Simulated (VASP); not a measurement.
Wanted: the native input for a VASP 6.6.1 run.

```
Task                   : relaxation of cell and atoms
Functional             : PBEsol
Dispersion             : D3(BJ)
Potentials or basis    : VASP PAW PBE potentials, release 64 (P)
Cutoff                 : 520 eV
k mesh                 : 3 × 3 × 3
Occupations            : gaussian, width 0.02 eV
Spin                   : no spin polarisation
Target pressure        : 6 GPa
Further INCAR settings : ALGO = Fast; EDIFF = 1e-07; IBRION = 2; EDIFFG = -0.002; NSW = 80; ISIF = 3
Target pressure        : 6 GPa
```

The structure of P lies in POSCAR:

```
P                                       
1.0
    1.6704634155      0.9644425055      2.9752767169
   -1.6704634155      0.9644425055      2.9752767169
    0.0000000000     -1.9288850003      2.9752767166
  P             
     2
Direct
     0.2275706699984663    0.2275706699984663    0.2275706699984984
     0.7724293300015337    0.7724293300015337    0.7724293300015018
```

This isn't the form of P at room conditions, which is orthorhombic.

One way to write it, as run:

INCAR

```
ALGO = Fast
EDIFF = 1E-7
EDIFFG = -0.002
ENCUT = 520
GGA = PS
IBRION = 2
ISIF = 3
ISMEAR = 0
IVDW = 12
LASPH = True
LCHARG = False
LREAL = False
LWAVE = False
NELM = 60
NSW = 80
PREC = Accurate
PSTRESS = 60.0
SIGMA = 0.02
```

KPOINTS

```
k-points
0
Gamma
  3 3 3
```

Potentials or basis: VASP PAW PBE potentials, release 64 (P).

Launch:

```sh
$ cat potpaw_PBE.64/P/POTCAR > POTCAR
$ mpirun -np 1 vasp_std > vasp.out
```

Results of the run:

```yaml
Pressure_after_relaxing: 6.0 GPa
Band_gap_on_the_k_mesh: none (metal or under the smearing width)
Dispersion_energy_per_atom: -0.394 eV
```

Caveat: the k mesh is coarse (spacing up to 0.76 Å⁻¹), so the values aren't converged; the relaxation stopped at its first step, so nothing moved; the cell is relaxed towards a set pressure, so the enthalpy falls and the energy may rise; the PAW data sets were made with another functional, which shifts forces and pressure a little; pairwise dispersion overbinds metals, which lowers pressure and volume.

It took 4.7 s on 1 thread of AMD EPYC 7R13 Processor (Zen 3) (shared host), peak memory 0.12 GiB.
